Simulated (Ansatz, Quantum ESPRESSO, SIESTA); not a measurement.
**One calculation of CO2, 3 ways**

```
CELL_PARAMETERS angstrom
-1.97473 1.97473 3.01406
1.97473 -1.97473 3.01406
1.97473 1.97473 -3.01406
ATOMIC_POSITIONS crystal
O 0.87500 0.95980 0.58480
O 0.37500 0.29020 0.41520
O 0.04020 0.62500 0.91520
O 0.70980 0.12500 0.08480
C 0.00000 0.00000 0.00000
C 0.75000 0.25000 0.50000
```

The cell comes from a database or a generator and needn't be the stable form of this composition.

Alike in all runs: task band structure; functional PBEsol; k mesh 9 × 9 × 9; occupations fermi-dirac, width 0.05 eV; no spin polarisation; no spin-orbit coupling. Pressure is positive in compression and, in plane waves, holds the error of the finite cutoff. Gaps are the smaller of the mesh's and the band path's.

```csv
program and potentials,plane-wave cutoff (eV),notes,band gap (eV),pressure (GPa),largest force (eV/Å)
"SIESTA, files PseudoDojo sr-pbesol-0.4.1-standard, DZP (energy shift 0.003 Ry)",-,atomic basis,7.50,-2.67,0.283
"Quantum ESPRESSO, GBRV 1.5 PBEsol",612,-,7.58,-5.47,0.125
"Ansatz, all-electron LAPW, scalar-relativistic",-,-,7.57,-6.30,0.192
```

Force on atom 1 (O), eV/Å:

```tsv
program and potentials	x	y	z
SIESTA, files PseudoDojo sr-pbesol-0.4.1-standard, DZP (energy shift 0.003 Ry)	-0.283	0.000	0.000
Quantum ESPRESSO, GBRV 1.5 PBEsol	0.125	0.000	0.000
Ansatz, all-electron LAPW, scalar-relativistic	0.192	0.000	0.000
```

The band gap spans 7.50 (SIESTA, files PseudoDojo sr-pbesol-0.4.1-standard, DZP (energy shift 0.003 Ry)) to 7.58 eV (Quantum ESPRESSO, GBRV 1.5 PBEsol), with all-electron results at 7.57. The pressure spans -6.30 (Ansatz, all-electron LAPW, scalar-relativistic) to -2.67 GPa (SIESTA, files PseudoDojo sr-pbesol-0.4.1-standard, DZP (energy shift 0.003 Ry)), with all-electron results at -6.30. Rows in atomic bases carry the error of their basis and grid, which can be large.

Differences between rows come from potentials, basis sets and numerical settings, since the functional is the same but for its coding. Runs on potential files found faulty are left out.
